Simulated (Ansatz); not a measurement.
# Hg: the cost of one run

Method: DFT PBE, scalar-relativistic, plane waves, PAW, in Ansatz 0.2.0.

1 further run of the same task is left out (it didn't finish).

## (1) The starting structure

It takes space group I4/mmm (No. 139, tetragonal). Conventional cell: a = 4.139 Å, b = 4.139 Å, c = 3.605 Å, α = 90.00°, β = 90.00°, γ = 90.00°. Around Hg (site symmetry 4/mmm) lie 10 Hg at 3.44 to 3.60 Å.

Structure file:

```xyz
1
Lattice="-2.0697 2.0697 1.8023 2.0697 -2.0697 1.8023 2.0697 2.0697 -1.8023" Properties=species:S:1:pos:R:3 pbc="T T T"
Hg    0.0000    0.0000    0.0000
```

The structure comes from the Materials Project (structure only).

## (2) A change within the space group

The change: strain xx, yy, zz, yz, xz, xy = +2.5, +2.5, -0.5, +0.0, +0.0, +0.0 %.

File input.yaml:

```yaml
crystal:
  lattice:
    - [-2.1223687377, 2.1223687377, 1.7940577261]
    - [2.1223687377, -2.1223687377, 1.7940577261]
    - [2.1223687377, 2.1223687377, -1.7940577261]
  atoms:
    - { symbol: Hg, position: [0.0, 0.0, 0.0] }
basis:
  ecutwfc: 420
kpoints:
  mp_grid: { grid: [16, 16, 16] }
hamiltonian:
  xc: pbe
scf:
  occupations: { method: gaussian, width: 0.1 }
output:
  forces: true
  stress: true
  eigenvalues: true
```

Launch:

```bash
> ansatz run input.yaml --threads 1 --pin off --max-ram 1331MiB --backend cpu --events-out ev --progress --plain --runs-dir out
```

What time and memory should one allow on 1 thread of an x86-64 CPU, shared host?

About 2.8 s, with a peak of 0.46 GiB.
